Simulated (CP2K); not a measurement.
Runs of CP2K 2026.2 on TiO2. The typed cell holds 9 atoms: a = 5.307 Å, b = 5.657 Å, c = 6.107 Å, α = 88.20°, β = 91.02°, γ = 121.22°. The cell comes from a database or a generator and needn't be the stable form of this composition.

| level | cutoff radius of the dispersion sum (A) | cutoff of the non-local correlation (Ry) | gap on the mesh (eV) | pressure (GPa) | largest force (eV/Å) |
| --- | --- | --- | --- | --- | --- |
| PBE+D4 | 20 | - | 3.46 | 3.9 | 4.50 |
| PBE | - | - | 3.46 | 1.4 | 4.34 |
| PBE+D3(BJ) | 20 | - | 3.46 | -0.1 | 4.34 |
| PBE+D3(BJ)+ATM | 20 | - | 3.46 | (a) | 4.34 |
| PBE+rVV10 | - | 300 | 3.46 | 0.7 | (b) |

Alike in all rows: task single point; potentials or basis POTENTIAL_UZH Ti GTH-PBE-q12, O GTH-PBE-q6; DZVP-MOLOPT-PBE-GTH basis; no spin polarisation; cell all atoms moved at random; k mesh 5 × 4 × 4; smearing fermi-dirac 0.05 eV.

Estimate the missing entries.

(a) 0.0; (b) 4.36.

Caveats: an odd mesh through Γ misses points on the zone boundary, where band edges often lie; the basis of atomic orbitals isn't converged, which shifts pressures, moduli and gaps; forces of over 1 eV/Å show positions far from the minimum, so gaps and moduli don't describe the material at rest.
